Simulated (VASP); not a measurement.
Set up this calculation in VASP 6.6.1, as the native input.

| Item | Value |
| --- | --- |
| Task | band structure |
| Functional | revPBE |
| Potentials or basis | VASP PAW PBE potentials, release 64 (Zn) |
| Cutoff | 520 eV |
| k mesh | 7 × 7 × 7 |
| Occupations | fermi-dirac, width 0.05 eV |
| Spin | no spin polarisation |
| Further INCAR settings | ALGO = Fast; EDIFF = 1e-06 |

Zn:

```
CELL_PARAMETERS angstrom
3.77113 0.00000 0.00000
0.00000 3.77113 0.00000
0.00000 0.00000 3.77113
ATOMIC_POSITIONS crystal
Zn 0.00000 0.50000 0.50000
Zn 0.50000 0.00000 0.50000
Zn 0.50000 0.50000 0.00000
```

The cell was built by a generator and needn't be a form met in nature.

The input as run:

POSCAR

```
Zn
1.0
    3.7711300000      0.0000000000      0.0000000000
    0.0000000000      3.7711300000      0.0000000000
    0.0000000000      0.0000000000      3.7711300000
Zn
3
Direct
    0.0000000000      0.5000000000      0.5000000000
    0.5000000000      0.0000000000      0.5000000000
    0.5000000000      0.5000000000      0.0000000000
```

INCAR.step1

```
SYSTEM = Zn
PREC = Accurate
ENCUT = 520
EDIFF = 1E-6
ISMEAR = -1
SIGMA = 0.05
LREAL = .FALSE.
LASPH = .TRUE.
NELM = 80
ALGO = Fast
ISIF = 2
LWAVE = .FALSE.
LCHARG = .TRUE.
GGA = RE
```

KPOINTS.step1

```
regular mesh
0
G
  7 7 7
  0 0 0
```

INCAR.step2

```
SYSTEM = Zn
PREC = Accurate
ENCUT = 520
EDIFF = 1E-6
ISMEAR = 0
SIGMA = 0.05
LREAL = .FALSE.
LASPH = .TRUE.
NELM = 80
ALGO = Fast
ISIF = 2
LWAVE = .FALSE.
LCHARG = .FALSE.
GGA = RE
ICHARG = 11
```

KPOINTS.step2

```
path GXMGRX,MR
10
line-mode
reciprocal
 0.0000000000  0.0000000000  0.0000000000  G
 0.0000000000  0.5000000000  0.0000000000  X

 0.0000000000  0.5000000000  0.0000000000  X
 0.5000000000  0.5000000000  0.0000000000  M

 0.5000000000  0.5000000000  0.0000000000  M
 0.0000000000  0.0000000000  0.0000000000  G

 0.0000000000  0.0000000000  0.0000000000  G
 0.5000000000  0.5000000000  0.5000000000  R

 0.5000000000  0.5000000000  0.5000000000  R
 0.0000000000  0.5000000000  0.0000000000  X

 0.5000000000  0.5000000000  0.0000000000  M
 0.5000000000  0.5000000000  0.5000000000  R
```

Potentials or basis: VASP PAW PBE potentials, release 64 (Zn).

Command:

```bash
$ cat potpaw_PBE.64/Zn/POTCAR > POTCAR
$ cp INCAR.step1 INCAR
$ cp KPOINTS.step1 KPOINTS
$ mpirun -np 1 vasp_std > vasp.out
$ cp INCAR.step2 INCAR
$ cp KPOINTS.step2 KPOINTS
$ mpirun -np 1 vasp_std > vasp.out
```

Results of the run:

```
Band gap along the path : none (metal or under the smearing width)
```

Caveat: the log is that of the step along the path at fixed density, whose energy, stress, charges and moments have no meaning.

Wall time 57 s on 1 thread of AMD EPYC 7R43 64-Core Processor (Zen 3) (shared host), peak memory 0.14 GiB.
